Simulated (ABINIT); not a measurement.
A run of ABINIT 10.8.3 (patched build) is set up as follows.

run.abi

```
# Datasets: one volume each
ndtset 7
getwfk -1
scalecart1 3*0.9795861087
scalecart2 3*0.9864848297
scalecart3 3*0.9932883884
scalecart4 3*1.0000000000
scalecart5 3*1.0066227096
scalecart6 3*1.0131594038
scalecart7 3*1.0196128224

# Pseudopotentials
pp_dirpath "./"
pseudos "Hf.GGA_PBE-JTH.xml, C.GGA_PBE-JTH.xml"

# Structure
acell 3.2880465325 3.2880465325 3.2880465325 Angstrom
rprim
     0.0000000000     0.7071067812     0.7071067812
     0.7071067812     0.0000000000     0.7071067812
     0.7071067812     0.7071067812     0.0000000000
ntypat 2
znucl 72 6
natom 2
typat 1 2
xred
     0.5000000000     0.5000000000     0.5000000000
     0.0000000000     0.0000000000     0.0000000000

# Plane-wave basis
ecut 544.227725 eV
pawecutdg 40.0

# k points
kptopt 1
ngkpt 10 10 10
nshiftk 1
shiftk 0.0 0.0 0.0

# Exchange and correlation
ixc -106131
vdw_xc 6

# Bands and occupations
nband 12
occopt 3
tsmear 0.05 eV

# SCF cycle
nstep 100
tolvrs 1.0e-9

# Output
iomode 3
prtwf 1
prtden 0
prteig 0
prtebands 0
```

Potentials or basis: JTH PAW PBE v2.0.

Run with:

```sh
$ abinit run.abi > log 2>&1
```

(1) What does it give for the equilibrium volume?

(2) What does it give for the bulk modulus?

(3) Estimate the pressure derivative of the bulk modulus.

Answers

(1) 12.50 Å³/atom.

(2) 242 GPa.

(3) 3.7 (rough: it moves with the points fitted).

Caveat: pressures at fixed basis lie under the slope of the energies; the PAW data sets were made with another functional, which shifts forces and pressure a little.
